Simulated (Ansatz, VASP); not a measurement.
## MgI2 in VASP and in Ansatz

Contents of INCAR:

```
PREC = Accurate ; ENCUT = 520
EDIFF = 1E-7 ; ISMEAR = 0
SIGMA = 0.05 ; LREAL = F
LASPH = T ; NELM = 60
ALGO = Normal ; ISIF = 2
LWAVE = F ; LCHARG = F
GGA = PE ; NBANDS = 15
```

The input KPOINTS:

```
regular mesh
0
Gamma
  6 6 4
```

The input POSCAR:

```
MgI2
1.0
    4.0918639477      0.0000000000      0.0000000000
   -2.0459319739      3.5436581276      0.0000000000
    0.0000000000      0.0000000000      7.5975677033
Mg I
1 2
Direct
    0.0000000000      0.0000000000      0.0000000000
    0.3333333333      0.6666666667      0.7858667836
    0.6666666667      0.3333333333      0.2141332164
```

Input for Ansatz:

```yaml
crystal:
  lattice:
    - [4.0918639477, 0.0, 0.0]
    - [-2.0459319739, 3.5436581276, 0.0]
    - [0.0, 0.0, 7.5975677033]
  atoms:
    - { symbol: Mg, position: [0.0, 0.0, 0.0] }
    - { symbol: I, position: [0.3333333333, 0.6666666667, 0.7858667836] }
    - { symbol: I, position: [0.6666666667, 0.3333333333, 0.2141332164] }
basis:
  ecutwfc: 520.0
kpoints:
  mp_grid: { grid: [6, 6, 4] }
hamiltonian:
  xc: pbe
scf:
  occupations: { method: gaussian, width: 0.05 }
output:
  forces: true
  stress: true
  eigenvalues: true
```

Alike in both runs: task single point; functional PBE; k mesh 6 × 6 × 4; occupations gaussian, width 0.05 eV; no spin polarisation.

|  | VASP | Ansatz |
| --- | --- | --- |
| version | VASP 6.6.1 | Ansatz 0.2.0 |
| potentials or method | VASP PAW PBE potentials, release 64 (Mg, I) | scalar-relativistic, plane waves, PAW |
| plane-wave cutoff (eV) | 520 | 520 |
| valence electrons in the cell | 16 | 44 |

Ansatz gave:

```
gap on the k mesh at the Fermi level (eV)       : 3.70
least direct gap on the mesh (eV)               : 4.02
pressure (GPa)                                  : 2.4
largest component of the traceless stress (GPa) : 0.20
rms of the force components (eV/Å)              : 0.216
```

**Question.** What did VASP give for the same quantities?

**Answer.** gap on the k mesh at the Fermi level (eV): 3.68; least direct gap on the mesh (eV): 4.01; pressure (GPa): 2.4; largest component of the traceless stress (GPa): 0.19; rms of the force components (eV/Å): 0.212.

Atom by atom the forces differ by 0.004 eV/Å (rms over components). With one functional, cell and mesh, what is left measures potentials, basis and numerics. The two sets of potentials don't hold the same shells in valence.

Caveats: spin-orbit coupling is left out, which moves the levels of the heavy elements; this functional lacks dispersion, which binds the layers, so the pressure and a relaxed spacing across them are unreliable. A k mesh can miss the band edges.
